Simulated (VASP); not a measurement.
A run of VASP 6.6.1:

Contents of INCAR:

```
SYSTEM = Si2W
PREC = Accurate
ENCUT = 520
EDIFF = 1E-7
ISMEAR = 0
SIGMA = 0.1
LREAL = .FALSE.
LASPH = .TRUE.
NELM = 100
ALGO = Normal
ISIF = 3
LWAVE = .FALSE.
LCHARG = .FALSE.
GGA = PE
IVDW = 12
IBRION = 2
NSW = 80
EDIFFG = -0.002
KPAR = 4
```

KPOINTS

```
regular mesh
0
G
  18 18 18
  0 0 0
```

The input POSCAR:

```
Si2W                                    
1.0
   -1.5969546983      1.5969546983      3.8988533235
    1.5969546983     -1.5969546983      3.8988533235
    1.5969546983      1.5969546983     -3.8988533235
  Si              W             
     2     1
Direct
     0.3341079266479445    0.3341079266479445    0.0000000000000000
     0.6658920733520555    0.6658920733520555    0.0000000000000000
     0.0000000000000000    0.0000000000000000    0.0000000000000000
```

Potentials or basis: VASP PAW PBE potentials, release 64 (Si, W_sv).

Launch:

```console
$ cat potpaw_PBE.64/Si/POTCAR potpaw_PBE.64/W_sv/POTCAR > POTCAR
$ mpirun -np 4 vasp_std > vasp.out
```

Hardware: 4 MPI ranks on Intel(R) Xeon(R) Platinum 8488C (Sapphire Rapids), with other jobs on the host.

Q: How long does it take, and how much memory?

A: Run time: 97 s on 4 MPI ranks on Intel(R) Xeon(R) Platinum 8488C (Sapphire Rapids), on a shared host, peak memory 0.44 GiB a rank. Counts: scf iterations 22, k points 480, ion steps 3.
